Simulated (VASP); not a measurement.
A run of VASP 6.6.1 is set up as follows.

File INCAR:

```
SYSTEM = H18C10O11
PREC = Accurate
ENCUT = 520
EDIFF = 1E-6
ISMEAR = -1
SIGMA = 0.02
LREAL = Auto
LASPH = .TRUE.
NELM = 100
ALGO = Normal
ISIF = 2
LWAVE = .FALSE.
LCHARG = .TRUE.
GGA = CA
LELF = .TRUE.
LVHAR = .TRUE.
NBANDS = 87
```

The input KPOINTS:

```
Automatic mesh
0
G
  1 1 1
  0 0 0
```

File POSCAR:

```
H18C10O11
1.0
    8.9690290000      0.0000000000      0.0000000000
    0.0000000000      8.9690290000      0.0000000000
    0.0000000000      0.0000000000      8.9690290000
C O H
10 11 18
Direct
    0.8924629290      0.1398047308      0.7268155535
    0.8045113215      0.1019001876      0.5897075849
    0.1763518457      0.1937719736      0.2241919739
    0.0161034790      0.2395010708      0.2363786079
    0.5656880562      0.4339436009      0.9762747429
    0.4426383609      0.5049022067      0.8881747707
    0.4867166426      0.9476460858      0.1693099611
    0.7823774411      0.7228617251      1.0213473054
    0.5757535831      0.2952288438      0.3714639679
    0.5551907193      0.8959408192      0.7609211111
    0.7773136129     -0.0539554644      0.5868439046
   -0.0748802721      0.1109977527      0.2371513306
    0.3132946968      0.5032262900      0.9774825945
    0.5673344107      1.0193797475      0.2421547129
    0.4052492892      0.8768514650      0.0977366935
    0.7210769031      0.7620306570      1.1287974545
    0.8438940457      0.6820317017      0.9149652451
    0.4703276678      0.2793523695      0.4447778275
    0.6815212152      0.3137905181      0.2982923601
    0.6228635266      0.9315227905      0.8660076266
    0.4800483159      0.8606697444      0.6617187340
    0.7618719529     -0.0841396409      0.4839496204
    0.6961521149      0.1628577964      0.5913724564
    0.8655896724      0.1349536280      0.4874548410
    0.9065279018      0.2615860650      0.7360997294
    0.8351259512      0.0996186037      0.8279185714
    1.0037711694      0.0880447154      0.7228389588
   -0.1785059464      0.1439030812      0.2332531856
   -0.0012131913      0.3056097534      0.3397669329
   -0.0135215195      0.3129535420      0.1415310466
    0.2476512684      0.2932341898      0.2132022766
    0.2118821363      0.1303939655      0.3233091292
    0.1926776745      0.1235296086      0.1246746949
    0.2336961212      0.5554039838      0.9253154827
    0.4733660545      0.6212297051      0.8571603219
    0.4246869425      0.4430424511      0.7822201500
    0.6696474956      0.4285894342      0.9110126441
    0.5865934764      0.4975268011      1.0797099432
    0.5347506351      0.3192185003      1.0085965516
```

Potentials or basis: VASP PAW LDA potentials, release 64 (C, O, H).

Run with:

```console
$ cat potpaw_LDA.64/C/POTCAR potpaw_LDA.64/O/POTCAR potpaw_LDA.64/H/POTCAR > POTCAR
$ mpirun -np 1 vasp_gam > vasp.out
```

Problem. Predict the band gap on the k mesh.

Solution. 4.17 eV, direct.

Problem. What does it give for the largest force?

Solution. 0.775 eV/Å.

Problem. Predict the pressure.

Solution. 0.1 GPa.

Stress tensor (GPa, compression positive):
```
 0.21  0.11 -0.02
 0.11 -0.15  0.20
-0.02  0.20  0.19
```

Caveat: the standard files for N, O and F lose accuracy on very short bonds. Expect the measured gap to be larger: semilocal functionals such as LDA lack the derivative discontinuity.
